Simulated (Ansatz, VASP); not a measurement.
Two plane-wave programs on Si4C

```
Si C
1.0
    -2.60354    2.60354    2.60354
     2.60354   -2.60354    2.60354
     2.60354    2.60354   -2.60354
Si C
4 1
Cartesian
  1.3018 1.3018 1.3018
  -1.3018 1.3018 1.3018
  1.3018 1.3018 -1.3018
  1.3018 -1.3018 1.3018
  0.0000 0.0000 0.0000
```

Change from the starting cell: species swapped into the Hg4Pt type (Im-3m, No. 229).

Alike in both runs: task single point; functional PBE; k mesh 6 × 6 × 6; occupations gaussian, width 0.1 eV; no spin polarisation.

|  | VASP | Ansatz |
| --- | --- | --- |
| version | VASP 6.6.1 | Ansatz 0.2.0 |
| potentials or method | VASP PAW PBE potentials, release 64 (Si, C) | scalar-relativistic, plane waves, PAW |
| plane-wave cutoff (eV) | 520 | 420 |
| valence electrons in the cell | 20 | 20 |

Ansatz gave:

```
gap on the k mesh at the Fermi level (eV) : none
pressure (GPa)                            : -3.2
```

**Question.** Estimate VASP's values.

**Answer.** gap on the k mesh at the Fermi level (eV): none; pressure (GPa): -3.3.

A gap of «none» marks a metal or a gap that the smearing closes.
